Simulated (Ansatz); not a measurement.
Ga in several cubic structure types, each at its own equilibrium volume.

Level of theory: PBE, plane waves, PAW datasets (generated soft set 1) (Ansatz).

Settings: cutoff 420 eV; no spin polarisation; Fermi–Dirac smearing of 0.0612 eV; k-meshes 45³ (bcc), 32³ (diamond), 44³ (fcc), 40³ (simple cubic).

Task: Rank the structures by energy per atom, lowest first.
A. bcc
B. diamond
C. fcc
D. simple cubic

Result: C (0.0 meV/atom), A (15.4 meV/atom), D (60 meV/atom), B (256 meV/atom).

Task: Give the equilibrium volume and bulk modulus of each.

Result: 
```json
{"structure": "bcc", "V₀ (Å³/atom)": "19.21", "B₀ (GPa)": "48"}
{"structure": "diamond", "V₀ (Å³/atom)": "25.41", "B₀ (GPa)": "36"}
{"structure": "fcc", "V₀ (Å³/atom)": "18.94", "B₀ (GPa)": "49"}
{"structure": "simple cubic", "V₀ (Å³/atom)": "20.11", "B₀ (GPa)": "46"}
```

Only these cubic types are compared here; the real ground state can be another structure or magnetic.

Model structures, not the usual forms at ambient conditions (metastable or hypothetical): Ga (bcc type), Ga (diamond type), Ga (fcc type), Ga (simple cubic type).
